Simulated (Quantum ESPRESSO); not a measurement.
The system is ZrC.

```xyz
2
Lattice="0.0318 2.3478 2.3382 2.4064 0.0278 2.3422 2.4035 2.3490 0.0306" Properties=species:S:1:pos:R:3 pbc="T T T"
Zr    2.4269    2.3838    2.3534
C     2.4292    4.6753    2.3710
```

```yaml
Program: Quantum ESPRESSO 7.5
Task: relaxation of cell and atoms
Functional: PW91
Potentials_or_basis: PseudoDojo 0.4.1 SR PBE standard
Cutoff: 1116 eV
Density_cutoff: 4463 eV
k_mesh: 4 × 4 × 4
Occupations: fermi-dirac, width 0.136 eV
Spin: no spin polarisation
```

At the start: pressure 1.9 GPa; volume 12.96 Å³/atom.

**Question.** How do energy, volume and symmetry change on relaxing?

**Answer.** Over 6 steps the energy falls by 13.0 meV/atom and the volume is 13.04 Å³/atom (+0.6 %); space group Fm-3m (No. 225, to 0.05 Å).

The path:
```csv
step,energy change (eV),largest force (eV/Å),pressure (GPa),volume (Å³)
1,0.0000,0.3434,1.90,25.93
2,-0.0097,0.2601,0.96,26.02
3,-0.0251,0.0196,-1.05,26.21
4,-0.0256,0.0142,-0.79,26.18
5,-0.0259,0.0195,-0.26,26.12
6,-0.0259,0.0127,-0.01,26.09
```

Final structure:
```
Zr C
1.0
     0.00017    2.35439    2.35389
     2.35409    0.00013    2.35393
     2.35385    2.35420    0.00036
Zr C
1 1
Cartesian
  2.3539 2.3535 2.3539
  2.3541 4.7095 2.3545
```

Caveat: the k mesh is coarse (spacing up to 0.58 Å⁻¹), so the values aren't converged; the potentials were made for another functional, which shifts forces and pressure.
